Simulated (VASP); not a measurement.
Write the native input for VASP 6.6.1 that does the following.

```
Task                               : single point
Functional                         : HSE06
Potentials or basis                : VASP PAW PBE potentials, release 64 (Ge_d)
Cutoff                             : 520 eV
k mesh                             : 5 × 5 × 5
Occupations                        : fermi-dirac, width 0.05 eV
Spin                               : no spin polarisation
Grid for exact exchange (PRECFOCK) : Normal
Screening parameter                : 0.2 1/A
Further INCAR settings             : ALGO = Normal; EDIFF = 1e-06; NBANDS = 21
```

Ge:

```
CELL_PARAMETERS angstrom
0.00000 2.82891 2.82891
2.82891 0.00000 2.82891
2.82891 2.82891 0.00000
ATOMIC_POSITIONS crystal
Ge 0.00000 0.00000 0.00000
Ge 0.25000 0.25000 0.25000
```

The input as run:

POSCAR

```
Ge
1.0
    0.0000000000      2.8289100000      2.8289100000
    2.8289100000      0.0000000000      2.8289100000
    2.8289100000      2.8289100000      0.0000000000
Ge
2
Direct
    0.0000000000      0.0000000000      0.0000000000
    0.2500000000      0.2500000000      0.2500000000
```

INCAR.step1

```
PREC = Accurate
ENCUT = 520
EDIFF = 1E-5
ISMEAR = -1
SIGMA = 0.05
LREAL = False
LASPH = True
NELM = 100
ALGO = Normal
ISIF = 2
LWAVE = True
NBANDS = 21
GGA = PE
KPAR = 4
```

INCAR.step2

```
PREC = Accurate
ENCUT = 520
EDIFF = 1E-6
ISMEAR = -1
SIGMA = 0.05
LREAL = False
LASPH = True
NELM = 100
ALGO = Normal
ISIF = 2
LWAVE = False
LCHARG = True
GGA = PE
LHFCALC = True
HFSCREEN = 0.2
PRECFOCK = Normal
LVHAR = True
NBANDS = 21
ISTART = 1
KPAR = 4
```

KPOINTS

```
Automatic mesh
0
Gamma
  5 5 5
```

Potentials or basis: VASP PAW PBE potentials, release 64 (Ge_d).

The run is started by

```bash
$ cat potpaw_PBE.64/Ge_d/POTCAR > POTCAR
$ cp INCAR.step1 INCAR
$ mpirun -np 4 vasp_std > vasp.out
$ cp INCAR.step2 INCAR
$ mpirun -np 4 vasp_std > vasp.out
```

Results of the run:

```
Pressure               : 1.0 GPa
Band gap on the k mesh : 0.93 eV, direct
```

Caveat: the PAW data sets were made with another functional, which shifts forces and pressure a little; an odd mesh through Γ misses points on the zone boundary, where band edges often lie.

It took 11 min on 4 MPI ranks on Intel(R) Xeon(R) Platinum 8259CL CPU @ 2.50GHz (Skylake/Cascade Lake) (shared host), peak memory 0.26 GiB a rank.
